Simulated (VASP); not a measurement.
Runs of VASP 6.6.1 on HfO2. Symmetry: P4_2/mnm, No. 136, tetragonal system. The conventional cell has a = 4.814 Å, b = 4.814 Å, c = 3.205 Å, α = 90.00°, β = 90.00°, γ = 90.00°. Hf (site symmetry mmm) has 6 O at 2.08 Å as nearest neighbours. O (site symmetry m2m) is surrounded by 3 Hf at 2.08 Å. Measurements of this composition are mostly on another form, of space group No. 14.

| task | level | spin | cell | k mesh | cutoff (eV) | gap on the mesh (eV) | pressure (GPa) | relaxed volume (Å³/atom) | largest force (eV/Å) |
| --- | --- | --- | --- | --- | --- | --- | --- | --- | --- |
| band structure | RPBE | off | as given | 6 × 6 × 8 | 520 | 4.08 | - | - | - |
| relaxation of cell and atoms | revPBE | off | relaxed | 6 × 6 × 8 | 600 | 3.92 | 0.0 | (a) | - |
| relaxation of cell and atoms | BLYP | off | relaxed | 6 × 6 × 8 | 600 | 3.83 | 0.0 | (b) | 0.01 |
| relaxation of cell and atoms | RPBE | off | relaxed | 6 × 6 × 8 | 600 | (c) | 0.1 | 12.94 | 0.01 |
| band structure | PW91 | off | as given | 6 × 6 × 8 | 520 | 3.98 | - | - | - |
| band structure | BLYP | off | as given | 6 × 6 × 8 | 520 | 4.02 | - | - | - |
| band structure | revPBE | off | as given | 6 × 6 × 8 | 520 | 4.05 | - | - | - |

Alike in all rows: potentials or basis VASP PAW PBE potentials, release 64 (Hf_pv, O); smearing fermi-dirac 0.05 eV.

Task: Estimate the missing entries.

Result: (a) 12.87; (b) 13.02; (c) 3.93.

Caveats: the PAW data sets were made with another functional, which shifts forces and pressure a little; spin-orbit coupling is left out, which moves the levels of the heavy elements.

A k mesh can miss the band edges, and the runs leave out spin-orbit coupling on Hf.
